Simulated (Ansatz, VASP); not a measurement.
**One calculation of CdTe, two programs**

```
Cd Te
1.0
     3.06529   -3.09461    0.00000
     3.06529    3.09461    0.00000
     0.00000    0.00000    6.09065
Cd Te
2 2
Cartesian
  3.0653 1.3800 4.5680
  3.0653 -1.3800 1.5227
  3.0653 -1.6472 4.5680
  3.0653 1.6472 1.5227
```

Alike in both runs: task electric field gradients; functional PBE; k mesh 9 × 9 × 6; occupations fermi-dirac, width 0.05 eV; no spin polarisation.

|  | VASP | Ansatz |
| --- | --- | --- |
| version | VASP 6.6.1 | Ansatz 0.2.0 |
| potentials or method | VASP PAW PBE potentials, release 64 (Cd, Te) | PAW with Ansatz's default frozen-core files, scalar-relativistic |
| plane-wave cutoff (eV) | 520 | 420 |
| valence electrons in the cell | 36 | 72 |

Ansatz gave:

| Property | Result |
| --- | --- |
| pressure (GPa) | -0.3 |
| largest component of the traceless stress (GPa) | 0.25 |
| rms of the force components (eV/Å) | 0.022 |
| Vzz of the field gradient on the site that differs most (V/Å²) | -9.7 |

**Question.** Estimate VASP's values.

**Answer.** Pressure (GPa): -0.1; largest component of the traceless stress (GPa): 0.26; rms of the force components (eV/Å): 0.022; Vzz of the field gradient on the site that differs most (V/Å²): -8.8.

Atom by atom the forces differ by 0.002 eV/Å (rms over components). The functional is the same, so the differences come from potentials, cutoffs and numerics. The two sets of potentials don't hold the same shells in valence. Ansatz warned: «gradients_without_spin_orbit».

The runs have no spin-orbit coupling, so splittings on Te are missing.
